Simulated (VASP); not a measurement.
# FeO (Wuestite) (Fm-3m) in VASP: settings compared, part 2 of 3

VASP 6.6.1. The steps go on from the part before.

### Step 3. Relaxation of cell and atoms, PBE+D2, collinear spin, ferromagnetic start

INCAR

```
  ALGO = Fast
  EDIFF = 1E-6
  EDIFFG = -0.005
  ENCUT = 600
  GGA = PE
  IBRION = 2
  ISIF = 3
  ISMEAR = -1
  ISPIN = 2
  IVDW = 1
  LASPH = True
  LCHARG = False
  LMAXMIX = 4
  LORBIT = 11
  LREAL = False
  LWAVE = False
  MAGMOM = 3 0
  NELM = 120
  NSW = 40
  PREC = Accurate
  SIGMA = 0.05
```

KPOINTS

```
k-points
0
Gamma
  8 8 8
```

POSCAR

```
FeO
1.0
    0.0000000000      2.1554000000      2.1554000000
    2.1554000000      0.0000000000      2.1554000000
    2.1554000000      2.1554000000      0.0000000000
Fe O
1 1
Direct
    0.0000000000      0.0000000000      0.0000000000
    0.5000000000      0.5000000000      0.5000000000
```

Potentials or basis: VASP PAW PBE potentials, release 64 (Fe, O).

Started as:

```console
cat potpaw_PBE.64/Fe/POTCAR potpaw_PBE.64/O/POTCAR > POTCAR
mpirun -np 1 vasp_std > vasp.out
```

OUTCAR:

```text
EDIFF = 1E-6
   EDIFFG = -0.005
   ENCUT = 600
   GGA = PE
   IBRION = 2
   ISIF = 3
   ISMEAR = -1
   ISPIN = 2
   IVDW = 1
   LASPH = True
   LORBIT = 11
   LREAL = False
   NELM = 120
   NSW = 40
   PREC = Accurate
  IVDW =   1

 ion  position               nearest neighbor table
   1  0.000  0.000  0.000-   2 2.16   2 2.16   2 2.16   2 2.16   2 2.16   2 2.16
   2  0.500  0.500  0.500-   1 2.16   1 2.16   1 2.16   1 2.16   1 2.16   1 2.16

  LATTYP: Found a face centered cubic cell.
 ALAT       =     4.3108000000

  Lattice vectors:

 A1 = (   0.0000000000,   2.1554000000,   2.1554000000)
 A2 = (   2.1554000000,   0.0000000000,   2.1554000000)
 A3 = (   2.1554000000,   2.1554000000,   0.0000000000)

Analysis of symmetry for initial positions (statically):
=====================================================================
 Subroutine PRICEL returns:
 Original cell was already a primitive cell.

 Routine SETGRP: Setting up the symmetry group for a
 face centered cubic supercell.

 Subroutine GETGRP returns: Found 48 space group operations
 (whereof 48 operations were pure point group operations)
 out of a pool of 48 trial point group operations.

The static configuration has the point symmetry O_h .

Analysis of symmetry for dynamics (positions and initial velocities):
=====================================================================
 Subroutine PRICEL returns:
 Original cell was already a primitive cell.

 Routine SETGRP: Setting up the symmetry group for a
 face centered cubic supercell.

 Subroutine GETGRP returns: Found 48 space group operations
 (whereof 48 operations were pure point group operations)
 out of a pool of 48 trial point group operations.

The dynamic configuration has the point symmetry O_h .

Analysis of structural, dynamic, and magnetic symmetry:
=====================================================================
 Subroutine PRICEL returns:
 Original cell was already a primitive cell.

 Routine SETGRP: Setting up the symmetry group for a
 face centered cubic supercell.

 Subroutine GETGRP returns: Found 48 space group operations
 (whereof 48 operations were pure point group operations)
 out of a pool of 48 trial point group operations.

The overall configuration has the point symmetry O_h .

 Subroutine INISYM returns: Found 48 space group operations
 (whereof 48 operations are pure point group operations),
 and found     1 'primitive' translations

----------------------------------------------------------------------------------------

                                     Primitive cell

  volume of cell :      20.0269

  direct lattice vectors                    reciprocal lattice vectors
     0.000000000  2.155400000  2.155400000    -0.231975503  0.231975503  0.231975503
     2.155400000  0.000000000  2.155400000     0.231975503 -0.231975503  0.231975503
     2.155400000  2.155400000  0.000000000     0.231975503  0.231975503 -0.231975503

  length of vectors
     3.048195912  3.048195912  3.048195912     0.401793358  0.401793358  0.401793358

  position of ions in fractional coordinates (direct lattice)
     0.000000000  0.000000000  0.000000000
     0.500000000  0.500000000  0.500000000

  ion indices of the primitive-cell ions
   primitive index   ion index
                 1           1
                 2           2

[... 64 lines left out ...]
   ICHARG =      2    charge: 1-file 2-atom 10-const
   ISPIN  =      2    spin polarized calculation?
   LNONCOLLINEAR =      F non collinear calculations
   LSORBIT =      F    spin-orbit coupling
   LASPH  =      T    aspherical Exc in radial PAW
   ENCUT  =  600.0 eV  44.10 Ry    6.64 a.u.   6.09  6.09  6.09*2*pi/ulx,y,z
   NELM   =    120;   NELMIN=  2; NELMDL= -5     # of ELM steps
   EDIFF  = 0.1E-05   stopping-criterion for ELM
   LREAL  =      F    real-space projection
   EDIFFG = -.5E-02   stopping-criterion for IOM
   NSW    =     40    number of steps for IOM
   IBRION =      2    ionic relax: 0-MD 1-quasi-New 2-CG
   NFREE  =      1    steps in history (QN), initial steepest desc. (CG)
   ISIF   =      3    stress and relaxation
   ISYM   =      2    0-nonsym 1-usesym 2-fastsym
   POTIM  = 0.5000    time-step for ionic-motion
   TEBEG  =    0.0;   TEEND  =   0.0 temperature during run
   PSTRESS=    0.0 pullay stress
   NELECT =      14.0000    total number of electrons
   NUPDOWN=      -1.0000    fix difference up-down
   EMIN   =  10.00;   EMAX   =-10.00  energy-range for DOS
   EFERMI =   0.00;   METHOD = LEGACY
   ISMEAR =    -1;   SIGMA  =   0.05  broadening in eV -4-tet -1-fermi 0-gaus
   EFERMI_NEDOS =   21; number of points for ismear=-14 and -15
   IALGO  =     68    algorithm
   IMIX   =      4    mixing-type and parameters
     AMIX     =   0.40;   BMIX     =  1.00
     AMIX_MAG =   1.60;   BMIX_MAG =  1.00
  volume/ion in A,a.u.               =      10.01        67.57
  Fermi-wavevector in a.u.,A,eV,Ry     =   1.452935  2.745650 28.722187  2.111021
  Thomas-Fermi vector in A             =   2.570260
   LORBIT       =     11    0 simple, 1 ext, 2 COOP (PROOUT), +10 PAW based schemes
   GGA     = PE    functional components
   LHFCALC =     F    Hartree Fock is set to
   AEXX    =    0.0000 exact exchange contribution
   IVDW    =     1    specifies the selected vdW correction
   LEPSILON=     F    determine dielectric tensor
   LRPA    =     F    only Hartree local field effects (RPA)
 conjugate gradient relaxation of ions
 spin polarized calculation
 RMM-DIIS sequential band-by-band and
  energy-cutoff  :      600.00
  volume of cell :       20.03
 maximum number of plane-waves:       692
   NGX = 13   NGY = 13   NGZ = 13

--------------------------------------- Ionic step        1  -------------------------------------------

 number of electron      13.9999999 magnetization       4.0005175

 Free energy of the ion-electron system (eV)
  ---------------------------------------------------
  ext. energy  EPLUGINS =         0.00000000
  ---------------------------------------------------
  free energy    TOTEN  =       -14.93672471 eV

  energy without entropy =      -14.92311902  energy(sigma->0) =      -14.92992186

------------------------ aborting loop because EDIFF is reached ----------------------------------------

  DFT-D2 method for vdW energy calculation

  Number of pair interactions contributing to vdW energy:   78524
[... 75 lines left out ...]
--------------------------------------- Ionic step        3  -------------------------------------------

 number of electron      13.9999998 magnetization       4.0003137

 Free energy of the ion-electron system (eV)
  ---------------------------------------------------
  ext. energy  EPLUGINS =         0.00000000
  ---------------------------------------------------
  free energy    TOTEN  =       -14.93661059 eV

  energy without entropy =      -14.92309262  energy(sigma->0) =      -14.92985161

 E-fermi :   6.2628     XC(G=0): -12.1901

 val. band max:        6.2448652930   @ k =  -0.3750   0.2500   0.0000
 cond. band min:       6.2640004412   @ k =  -0.2500   0.3750   0.1250
 fundamental gap:      0.0191351482
 Fermi energy:         6.2628193085

 spin component 1

 k-point     1 :       0.0000    0.0000    0.0000
  band No.  band energies     occupation
      1     -14.5078      1.00000
      2       2.3781      1.00000
      3       2.3781      1.00000
      4       2.3781      1.00000
      5       2.4401      1.00000
      6       2.4401      1.00000
      7       2.4401      1.00000
      8       2.5784      1.00000
      9       2.5785      1.00000
     10       6.3708      0.10351
     11      21.7373      0.00000
     12      23.3300      0.00000
     13      23.3300      0.00000
[... 356 lines left out ...]
      2      -1.8089      1.00000
      3      -0.4657      1.00000
      4      -0.2124      1.00000
      5       3.0104      1.00000
      6       3.1881      1.00000
      7       3.6407      1.00000
      8       4.6138      1.00000
      9       5.3470      1.00000
     10      12.5508      0.00000
     11      14.3187      0.00000
     12      16.4755      0.00000
     13      19.3777      0.00000

 [... further k-points ...]

 spin component 2

 k-point     1 :       0.0000    0.0000    0.0000
  band No.  band energies     occupation
      1     -13.9734      1.00000
      2       3.0003      1.00000
      3       3.0003      1.00000
      4       3.0003      1.00000
      5       5.5153      1.00000
      6       5.5155      1.00000
      7       5.5156      1.00000
      8       6.4469      0.02456
      9       6.4472      0.02440
     10       7.1751      0.00000
     11      21.6931      0.00000
     12      24.2222      0.00000
     13      24.2222      0.00000
[... 403 lines left out ...]
  FREE ENERGIE OF THE ION-ELECTRON SYSTEM (eV)
  ---------------------------------------------------
  free  energy   TOTEN  =       -15.4850039894 eV

  energy  without entropy=      -15.4714860263  energy(sigma->0) =      -15.47824501

 reached required accuracy - stopping structural energy minimisation

 total charge

# of ion       s       p       d       tot
------------------------------------------
    1        0.289   0.361   6.090   6.740
    2        1.553   3.442   0.000   4.995
--------------------------------------------------
tot          1.841   3.804   6.090  11.735

 magnetization (x)

# of ion       s       p       d       tot
------------------------------------------
    1        0.027   0.021   3.570   3.618
    2        0.030   0.272   0.000   0.302
--------------------------------------------------
tot          0.057   0.293   3.570   3.920
```

CONTCAR:

```text
FeO
   1.00000000000000
     0.0000000000000000    2.1518730500546868    2.1518730500546868
     2.1518730500546868    0.0000000000000000    2.1518730500546868
     2.1518730500546868    2.1518730500546868    0.0000000000000000
  Fe              O
     1     1
Direct
     0.0000000000000000    0.0000000000000000    0.0000000000000000
     0.5000000000000000    0.5000000000000000    0.5000000000000000

  0.00000000E+00  0.00000000E+00  0.00000000E+00
  0.00000000E+00  0.00000000E+00  0.00000000E+00
```

It took 74 s on 1 thread of Intel Xeon Platinum 8175M at 2.50GHz (Skylake/Cascade Lake), shared host; peak memory 0.16 GiB.

Results:

| Quantity | Value |
| --- | --- |
| Free energy | -15.4850 eV |
| Relaxed volume | 9.96 Å³/atom |
| Relaxed cell | a = 3.043 Å, b = 3.043 Å, c = 3.043 Å, α = 60.00°, β = 60.00°, γ = 60.00° |
| Space group after relaxing (to 0.05 Å) | Fm-3m (No. 225) |
| Energy gained by relaxing | 0.1 meV/atom |
| Ionic steps | 3 |
| Pressure after relaxing | 0.0 GPa |
| Band gap on the k mesh | none (metal or under the smearing width) |
| Net moment | 4.00 μB per cell |
| Site moments | Fe +3.62; O +0.30 μB |
| Valence electrons inside the program's atomic spheres | Fe 6.74; O 5.00 |
| Dispersion energy per atom | -0.274 eV |

The path:
```tsv
step	energy change (eV)	largest force (eV/Å)	pressure (GPa)	volume (Å³)
1	0.0000	0.0000	-0.80	20.03
2	-0.0002	0.0000	0.38	19.88
3	-0.0003	0.0000	0.00	19.93
```

Final structure:
```
CELL_PARAMETERS angstrom
0.00000 2.15187 2.15187
2.15187 0.00000 2.15187
2.15187 2.15187 0.00000
ATOMIC_POSITIONS crystal
Fe 0.00000 0.00000 0.00000
O 0.50000 0.50000 0.50000
```

Levels at points of the mesh, in eV from the Fermi level:
Spin up:
```
           k point  band 5  band 6  band 7  band 8  band 9  band 10  band 11  band 12  band 13
(0.00, 0.00, 0.00)   -3.82   -3.82   -3.82   -3.68   -3.68     0.11    15.47    17.07    17.07
(0.50, 0.00, 0.00)   -3.07   -3.07   -2.50   -0.33   -0.33     4.09     8.51    12.58    12.58
(0.50, 0.50, 0.00)   -4.80   -3.29   -2.80   -2.80   -2.80     5.31     8.76    10.79    14.76
```
Spin down:
| k point | band 1 | band 2 | band 3 | band 4 | band 5 | band 6 | band 7 | band 8 | band 9 | band 10 |
| --- | --- | --- | --- | --- | --- | --- | --- | --- | --- | --- |
| (0.00, 0.00, 0.00) | -20.24 | -3.26 | -3.26 | -3.26 | -0.75 | -0.75 | -0.75 | 0.18 | 0.18 | 0.91 |
| (0.50, 0.00, 0.00) | -19.04 | -8.03 | -5.18 | -5.18 | 0.39 | 0.39 | 0.59 | 2.79 | 2.79 | 4.58 |
| (0.50, 0.50, 0.00) | -19.03 | -6.91 | -4.44 | -4.44 | -2.13 | 0.73 | 0.73 | 0.73 | 1.15 | 6.66 |

Caveat: atom-pairwise D2, TS and ULG terms overbind metals; a cell with one magnetic atom can't hold antiferromagnetic order, which such compounds often take; semilocal functionals often make such compounds metallic where correlation or magnetic order opens a gap, which also shifts bond lengths; pairwise dispersion overbinds metals, which lowers pressure and volume.

(Part 2 of 3 ends here.)
